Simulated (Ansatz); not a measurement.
CuO in Ansatz: the effect of functional

The system is CuO.

```xyz
4
Lattice="2.3446 -1.7134 0.0000 2.3446 1.7134 0.0000 -0.8605 0.0000 5.0594" Properties=species:S:1:pos:R:3 pbc="T T T"
Cu    1.1723    0.8457    0.0000
Cu    0.7420   -0.8457    2.5297
O     2.0724   -0.2841    1.2836
O     1.6421    0.2841    3.8133
```

Alike in all runs:

| Quantity | Value |
| --- | --- |
| Program | Ansatz 0.2.0 |
| Potentials or basis | Ansatz PAW |
| k mesh | 6 × 6 × 3 |
| Occupations | fermi-dirac, width 0.05 eV |
| Spin | no spin polarisation |

**Question.** One run gave: pressure 12.5 GPa; largest force 0.76 eV/Å. Which functional did it use?
A. r2SCAN
B. BLYP
C. RPBE
D. r2SCAN0
E. LDA

**Answer.** B.

```csv
functional,cutoff,pressure (GPa),largest force (eV/Å)
LDA,420 eV (not typed: the program's choice for these potentials),-9.5,0.77
PBE,420 eV (not typed: the program's choice for these potentials),5.8,0.74
PBEsol,420 eV (not typed: the program's choice for these potentials),-2.6,0.73
RPBE,420 eV (not typed: the program's choice for these potentials),11.3,0.77
revPBE,420 eV (not typed: the program's choice for these potentials),9.8,0.76
BLYP,420 eV (not typed: the program's choice for these potentials),12.5,0.76
r2SCAN,500 eV (not typed: the program's choice for these potentials),-1.2,0.71
HSE06,420 eV (not typed: the program's choice for these potentials),0.0,0.68
PBE0,420 eV (not typed: the program's choice for these potentials),-0.2,0.67
r2SCAN0,500 eV (not typed: the program's choice for these potentials),-4.3,0.65
```

Caveats: all runs use coarse meshes; the run has no spin polarisation, though such a crystal can be magnetic; the PAW data sets come from PBE, with cores solved anew for the run's functional, which leaves a small shift of forces and pressure (some runs); the thresholds are loose for stress (some runs).
